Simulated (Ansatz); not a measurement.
The system is CdO (Monteponite).

```
CELL_PARAMETERS angstrom
0.00000 2.34950 2.34950
2.34950 0.00000 2.34950
2.34950 2.34950 0.00000
ATOMIC_POSITIONS crystal
Cd 0.00000 0.00000 0.00000
O 0.50000 0.50000 0.50000
```

```yaml
Program: Ansatz 0.2.0
Task: relaxation of cell and atoms
Functional: RPBE
Dispersion: D3(BJ)
Potentials_or_basis: Ansatz PAW
Cutoff: "420 eV (not typed: the program's choice for these potentials)"
k_mesh: 10 × 10 × 10
Occupations: fermi-dirac, width 0.02 eV
Spin: collinear spin, random start
Starting_moments: "[-0.23, 0.0] μB"
```

At the start: volume 12.97 Å³/atom.

**Question.** How do energy, volume and symmetry change on relaxing?

**Answer.** It ends after 7 steps and the volume is 12.05 Å³/atom (-7.1 %); space group Fm-3m (No. 225, to 0.05 Å); moment 0.00 μB per cell.

The path:
| step | energy change (eV) | largest force (eV/Å) | volume (Å³) |
| --- | --- | --- | --- |
| 1 | 0.0000 | 0.0000 | 25.94 |
| 2 | -0.0670 | 0.0000 | 23.69 |
| 3 | -0.0700 | 0.0000 | 24.20 |
| 4 | -0.0702 | 0.0000 | 24.14 |
| 5 | -0.0664 | 0.0000 | 24.14 |
| 6 | -0.0665 | 0.0000 | 24.10 |
| 7 | -0.0664 | 0.0000 | 24.10 |

Final structure:
```xyz
2
Lattice="0.0000 2.2926 2.2926 2.2926 0.0000 2.2926 2.2926 2.2926 0.0000" Properties=species:S:1:pos:R:3 pbc="T T T"
Cd    0.0000    0.0000    0.0000
O     2.2926    2.2926    2.2926
```

Caveat: the plane-wave basis is chosen anew once the cell has moved, so the energies of steps on either side of that aren't comparable; the pressure holds a Pulay correction of +0.5 GPa for the finite cutoff; the PAW data sets come from PBE, with cores solved anew for the run's functional, which leaves a small shift of forces and pressure; the starting moments weren't kept.
